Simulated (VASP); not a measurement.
# PtSe₂, self-consistent run: which settings are enough?

PtSe₂, P-3m1 (no. 164), 3 atoms in the cell. PBE with TS; PAW potentials Pt, Se (PBE set). VASP 6.6.1.

Wanted: energy within 2 meV/atom; pressure within 0.1 GPa.

POSCAR:
```
PtSe2
1.0
    3.7240000000      0.0000000000      0.0000000000
   -1.8620000000      3.2250786037      0.0000000000
    0.0000000000      0.0000000000      5.0620000000
Pt Se
1 2
Direct
    0.0000000000      0.0000000000      0.0000000000
    0.6666666667      0.3333333333      0.7500000000
    0.3333333333      0.6666666667      0.2500000000
```

## Self-consistent screening

| Self-consistent screening | Energy less reference (meV/atom) | Pressure (GPa) | SCF iterations | Time (s) |
|---|---|---|---|---|
| default | 0.0 | 5.97 | 15 | 26 |
| SCSRAD = 30 | -0.2 | 5.97 | 15 | 19 |
| SCSRAD = 60 | 0.0 | 5.97 | 15 | 21 |
| LSCALER0 = F | 54.7 | 6.80 | 15 | 22 |

## Question

For each series: keep the first row unless others stay within half of the tolerance and take at least 30 % less time, and then take the fastest.

## Answer

- self-consistent screening: default

## The input

INCAR:
```
SYSTEM = PtSe2
PREC = Accurate
ENCUT = 520
EDIFF = 1E-7
ISMEAR = 0
SIGMA = 0.02
LREAL = .FALSE.
LASPH = .TRUE.
ALGO = Normal
NELM = 100
ISIF = 2
LWAVE = .FALSE.
LCHARG = .FALSE.
IVDW = 2
LVDWSCS = .TRUE.
```

KPOINTS:
```
k-points
0
Gamma
  6 6 4
```

Commands:
```
cat potpaw_PBE.64/Pt/POTCAR potpaw_PBE.64/Se/POTCAR > POTCAR
mpirun -np 1 vasp_std > vasp.out
```

The chosen input took VASP 6.6.1 26 s on 1 core (Intel Xeon 6975P-C (Granite Rapids)), a shared host.
